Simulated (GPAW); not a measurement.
# Rh (Fm-3m) in GPAW: a series of runs

One crystal, Rh, is run at these levels: LDA, vdW-DF2, SCAN; tasks: equation of state.

Program: GPAW 26.7.0. These are calculated values, not measurements. Logs are shortened: lines on timing, memory, paths and dates and some standing lists are left out, and cuts for length are marked. The log counts tension as positive stress, the text compression.

**Measured values to compare with.**

From “Thermal equation of state of rhodium characterized by XRD in a resistively heated diamond anvil cell”, 2024, pmc:11535440, for a bulk crystal of Rh: bulk modulus 264 ± 1 GPa.

How close the calculation comes is told below.

**1. The structure**

It takes space group Fm-3m (No. 225, cubic). Conventional cell: a = 3.796 Å, b = 3.796 Å, c = 3.796 Å, α = 90.00°, β = 90.00°, γ = 90.00°. Rh (site symmetry m-3m) is surrounded by 12 Rh at 2.68 Å.

**2. Equation of state, LDA**

Contents of run.py:

```python
from ase import Atoms
from ase.eos import EquationOfState
from ase.io import Trajectory
from ase.units import GPa
from gpaw import GPAW, PW, setup_paths

setup_paths.insert(0, '.')

atoms = Atoms(['Rh'],
              cell=[[0.0, 1.89785, 1.89785],
                    [1.89785, 0.0, 1.89785],
                    [1.89785, 1.89785, 0.0]],
              scaled_positions=[[0.0, 0.0, 0.0]],
              pbc=True)

traj = Trajectory('eos.traj', 'w')
volumes, energies = [], []
for x in [0.94, 0.96, 0.98, 1.0, 1.02, 1.04, 1.06]:
    a = atoms.copy()
    a.set_cell(atoms.cell * x**(1 / 3), scale_atoms=True)
    calc = GPAW(mode=PW(600),
                xc='LDA',
                kpts={'size': (12, 12, 12), 'gamma': True},
                occupations={'name': 'fermi-dirac', 'width': 0.05},
                setups={'Rh': 'jth'},
                nbands=-9,
                convergence={'density': 1e-05, 'energy': 1e-05},
                maxiter=150,
                txt=f'eos-{x:.2f}.txt')
    a.calc = calc
    energies.append(a.get_potential_energy(force_consistent=True))
    volumes.append(a.get_volume())
    p = -a.get_stress()[:3].mean() / GPa
    calc.write(f'eos-{x:.2f}.gpw')
    traj.write(a)
    print(f'{x:.2f} {volumes[-1]:10.4f} A^3 {energies[-1]:14.6f} eV {p:9.3f} GPa', flush=True)

v0, e0, B = EquationOfState(volumes, energies, eos='birchmurnaghan').fit()
print(f'V0 = {v0:.4f} A^3, E0 = {e0:.6f} eV, B0 = {B / GPa:.2f} GPa')
```

Potentials or basis: JTH PAW 2.0, LDA, pw.

On the command line:

```sh
$ OMP_NUM_THREADS=1 python run.py
```

The program printed:

```text
__  _  _
 | _ |_)|_||  |
 |__||  | ||/\| - 26.7.0

Input parameters:
  mode=PW(ecut=600.0),
  convergence={'density': 1e-05, 'energy': 1e-05},
  kpts=MonkhorstPack(size=(12, 12, 12), gamma=True),
  maxiter=150,
  nbands=-9,
  occupations=Occupations(name='fermi-dirac', width=0.05),
  setups={'Rh': 'jth'},
  xc=XC(name='LDA')

Diagonalizing LCAO Hamiltonian
Converting LCAO to pw mode

       Rh

Atoms  # Å, Bohr magnetons
|   | symbol |        x |        y |        z |    initial magnetic moments |
|---|--------|----------|----------|----------|-----------------------------|
| 0 |     Rh | 0.000000 | 0.000000 | 0.000000 | ( 0.0000,  0.0000,  0.0000) |

Unit cell  # Å
| periodic |        x |        y |        z |  lengths |    angles |
|----------|----------|----------|----------|----------|-----------|
|      yes | 0.000000 | 1.859107 | 1.859107 | 2.629175 | 60.000000 |
|      yes | 1.859107 | 0.000000 | 1.859107 | 2.629175 | 60.000000 |
|      yes | 1.859107 | 1.859107 | 0.000000 | 2.629175 | 60.000000 |

Number of symmetries: 48
Symmetry operations  # r_c * U_cc + t_c -> r_c
|    | kind |            matrix            |
|----|------|------------------------------|
|  0 |  σ   |  1, 0, 0,  1, 0,-1,  1,-1, 0 |
|  1 |  C2  |  1, 0, 0,  1,-1, 0,  1, 0,-1 |
|  2 |  E   |  1, 0, 0,  0, 1, 0,  0, 0, 1 |
|  3 |  σ   |  1, 0, 0,  0, 0, 1,  0, 1, 0 |
|  4 |  C4  |  1, 0,-1,  1, 0, 0,  1,-1, 0 |
|  5 |  S6  |  1, 0,-1,  1,-1, 0,  1, 0, 0 |
|  6 |  σ   |  1, 0,-1,  0, 1,-1,  0, 0,-1 |
|  7 |  C3  |  1, 0,-1,  0, 0,-1,  0, 1,-1 |
|  8 |  S6  |  1,-1, 0,  1, 0, 0,  1, 0,-1 |
|  9 |  C4  |  1,-1, 0,  1, 0,-1,  1, 0, 0 |
| 10 |  C3  |  1,-1, 0,  0,-1, 1,  0,-1, 0 |
| 11 |  σ   |  1,-1, 0,  0,-1, 0,  0,-1, 1 |
| 12 |  σ   |  0, 1, 0,  1, 0, 0,  0, 0, 1 |
| 13 |  C4  |  0, 1, 0,  0, 1,-1, -1, 1, 0 |
| 14 |  C3  |  0, 1, 0,  0, 0, 1,  1, 0, 0 |
| 15 |  S6  |  0, 1, 0, -1, 1, 0,  0, 1,-1 |
| 16 |  C2  |  0, 1,-1,  1, 0,-1,  0, 0,-1 |
| 17 |  σ   |  0, 1,-1,  0, 1, 0, -1, 1, 0 |
| 18 |  S4  |  0, 1,-1,  0, 0,-1,  1, 0,-1 |
| 19 |  C4  |  0, 1,-1, -1, 1, 0,  0, 1, 0 |
| 20 |  C3  |  0, 0, 1,  1, 0, 0,  0, 1, 0 |
| 21 |  σ   |  0, 0, 1,  0, 1, 0,  1, 0, 0 |
| 22 |  S6  |  0, 0, 1,  0,-1, 1, -1, 0, 1 |
| 23 |  C4  |  0, 0, 1, -1, 0, 1,  0,-1, 1 |
| 24 |  S4  |  0, 0,-1,  1, 0,-1,  0, 1,-1 |
| 25 |  C3  |  0, 0,-1,  0, 1,-1,  1, 0,-1 |
| 26 |  C2  |  0, 0,-1,  0,-1, 0, -1, 0, 0 |
| 27 |  S6  |  0, 0,-1, -1, 0, 0,  0,-1, 0 |
| 28 |  S4  |  0,-1, 1,  1,-1, 0,  0,-1, 0 |
| 29 |  C4  |  0,-1, 1,  0, 0, 1, -1, 0, 1 |
| 30 |  C2  |  0,-1, 1,  0,-1, 0,  1,-1, 0 |
| 31 |  σ   |  0,-1, 1, -1, 0, 1,  0, 0, 1 |
| 32 |  C3  |  0,-1, 0,  1,-1, 0,  0,-1, 1 |
| 33 |  S6  |  0,-1, 0,  0, 0,-1, -1, 0, 0 |
| 34 |  S4  |  0,-1, 0,  0,-1, 1,  1,-1, 0 |
| 35 |  C2  |  0,-1, 0, -1, 0, 0,  0, 0,-1 |
| 36 |  C2  | -1, 1, 0,  0, 1, 0,  0, 1,-1 |
| 37 |  S6  | -1, 1, 0,  0, 1,-1,  0, 1, 0 |
| 38 |  S4  | -1, 1, 0, -1, 0, 1, -1, 0, 0 |
| 39 |  C3  | -1, 1, 0, -1, 0, 0, -1, 0, 1 |
| 40 |  S6  | -1, 0, 1,  0, 0, 1,  0,-1, 1 |
| 41 |  C2  | -1, 0, 1,  0,-1, 1,  0, 0, 1 |
| 42 |  C3  | -1, 0, 1, -1, 1, 0, -1, 0, 0 |
| 43 |  S4  | -1, 0, 1, -1, 0, 0, -1, 1, 0 |
| 44 |  C2  | -1, 0, 0,  0, 0,-1,  0,-1, 0 |
| 45 |  i   | -1, 0, 0,  0,-1, 0,  0, 0,-1 |
| 46 |  σ   | -1, 0, 0, -1, 1, 0, -1, 0, 1 |
| 47 |  C2  | -1, 0, 0, -1, 0, 1, -1, 1, 0 |

BZ-sampling:
  Number of BZ points: 1728
  Number of IBZ points: 72

  Monkhorst-Pack size: [12, 12, 12]
  Monkhorst-Pack shift: [0.041666666666666664, 0.041666666666666664, 0.041666666666666664]

K-points  # in reciprocal-cell coordinates
|     |                                coordinates |     weight |
|-----|--------------------------------------------|------------|
|   0 | ( -0.00000000,  -0.00000000,  -0.00000000) | 0.00057870 |
|   1 | (  0.08333333,   0.08333333,  -0.00000000) | 0.00347222 |
|   2 | (  0.08333333,   0.08333333,   0.08333333) | 0.00462963 |
|   3 | (  0.16666667,   0.08333333,   0.08333333) | 0.00694444 |
|   4 | (  0.16666667,   0.16666667,  -0.00000000) | 0.00347222 |
|   5 | (  0.16666667,   0.16666667,   0.08333333) | 0.01388889 |
|   6 | (  0.16666667,   0.16666667,   0.16666667) | 0.00462963 |
|   7 | (  0.25000000,   0.16666667,   0.08333333) | 0.01388889 |
|   8 | (  0.25000000,   0.16666667,   0.16666667) | 0.01388889 |
|   9 | (  0.25000000,   0.25000000,  -0.00000000) | 0.00347222 |
| ... |                                            |            |
|  71 | (  0.50000000,   0.50000000,   0.50000000) | 0.00231481 |

Plane wave coefficients: 444
Cutoff: 600.0 eV

Spin-components: 1 (collinear spins)
Bands:           17
Projectors:      6
Spin-degeneracy: 2
Datatype:        complex128

Parallelization:
  kpt:    1
  domain: 1
  band:   1

Density:
  Valence electrons: 17.0
  Components: 1
  Grid points: [15 15 15]
  Charge: 0.0  # |e|

Potential:
  Grid points: [15 15 15]

species:
  Rh:
    name:    Rhodium
    Z:       45.0
    valence: 17
    core:    28
    charge:  0.0  # [|e|]
    compensation charges:
      type: sinc
      rc: 1.06  # [Å]
      lmax: 2
    cutoffs:
      filter: 1.17  # [Å]
      core: 1.24  # [Å]
    projectors
    | kind |    occ | energy [eV] | rcut [Å] |
    |------|--------|-------------|----------|
    |   4s |  2.000 |     -82.553 |    0.954 |
    |   5s |  1.000 |      -4.586 |    0.954 |
    |   4p |  6.000 |     -50.532 |    1.171 |
    |    p |        |      47.620 |    1.171 |
    |   4d |  8.000 |      -6.146 |    1.060 |
    |    d |        |      54.423 |    1.060 |

    Using partial waves for Rh as LCAO basis

Reference energy: -130056.863793  # eV

eigensolver:
  PPCG
  Converge bands: occupied
  niter=2

density mixing:
  MSR1-Mixer
  Pratt-step length: 0.05
  Maximum mixing coefficient: 0.75
  Old densities: 10
  SVD Regularization: 0.005
  Good broyden scale: 1.0
  Trust region scale: 1.0
  Backstep threshold: 4.0
  History deletion threshold: 6.0
  Fourier metric: weight=20.0, sigma=0.015

occupation numbers:
  Fermi-Dirac:
    width: 0.0500  # eV

poisson solver:
  ecut: 4800.0  # eV

xc functional:
  name: None

convergence criteria:
- Maximum integral of absolute [dens]ity change: 1e-05 electrons / valence electron
- Maximum [total energy] change in last 3 cyles: 1e-05 eV / valence electron
- Maximum integral of absolute [eigenst]ate change: 4e-08 eV^2 / valence electron
maximum number of iterations: 150

SCF iterations
|iter     | |      energy | eigst |  dens |
|---------|-|-------------|-------|-------|
|iter:   1| |   -9.281984 | +0.19 |       |
|iter:   2| |   -9.158741 | -1.97 | -1.15 |
|iter:   3| |   -8.697213 | -1.51 | -1.20 |
|iter:   4| |   -8.687612 | -3.29 | -2.10 |
|iter:   5| |   -8.685104 | -4.03 | -2.39 |
|iter:   6| |   -8.685093 | -5.87 | -3.49 |
|iter:   7| |   -8.685091c| -7.06 | -3.89 |
|iter:   8| |   -8.685091c| -7.99c| -5.15c|

Converged in 8 steps
Energy contributions relative to reference atoms: (reference = -130056.863793)

Energy contributions:
  Kinetic:          16.935518
  Coulomb:         -17.834454
  Zero:             -0.069344
  External:          0.000000
  Xc:               -7.713217
  Entropy:          -0.007188
  Spinorbit:         0.000000
  ----------------------------
  Free energy:      -8.688685
  Extrapolated:     -8.685091

dipole moment: (-19.569452, -19.569452, -19.569452)  # |e|*Ang

Fermi level: 11.940
Eigenvalues  # (at kpt = [-0.000, -0.000, -0.000])
| band index |      eig [eV] | occ [0-2] |
|------------|---------------|-----------|
|          0 |       -67.032 |     2.000 |
|        ... |               |           |
|          2 |       -34.466 |     2.000 |
|          3 |       -34.466 |     2.000 |
|          4 |         3.345 |     2.000 |
|          5 |         8.454 |     2.000 |
|          6 |         8.454 |     2.000 |
|          7 |         8.454 |     2.000 |
|          8 |        10.816 |     2.000 |
|          9 |        10.816 |     2.000 |
|         10 |        27.712 |     0.000 |
|         11 |        33.438 |     0.000 |
|         12 |        33.438 |     0.000 |
|         13 |        33.438 |     0.000 |
|         14 |        39.677 |     0.000 |
|         15 |        45.527 |     0.000 |
|         16 |        45.527 |     0.000 |

No gap
No difference between direct/indirect transitions

Stress tensor  # eV/Ang^3
|         x |         y |         z |
|-----------|-----------|-----------|
| -0.057565 | -0.000000 | -0.000000 |
| -0.000000 | -0.057565 |  0.000000 |
| -0.000000 |  0.000000 | -0.057565 |

# Writing to eos-0.94.gpw (mode='')
```

Wall time 1.8 min (1 thread of Arm Neoverse N1, shared host); peak memory 0.19 GiB.

What came out:

```
Equilibrium volume                      : 13.21 Å³/atom
Bulk modulus                            : 320 GPa
Pressure derivative of the bulk modulus : 5.2
```

Energy against volume, from the lowest point:
```
volume (Å³/atom)  energy (meV/atom)
          12.851               9.72
          13.125               0.00
          13.398               2.05
          13.671              14.48
          13.945              36.05
          14.218              65.65
          14.492             102.30
```

Caveat: the program truncates these outside data sets. LDA usually gives volumes a few per cent too small.

(Part 1 of 2 ends here.)
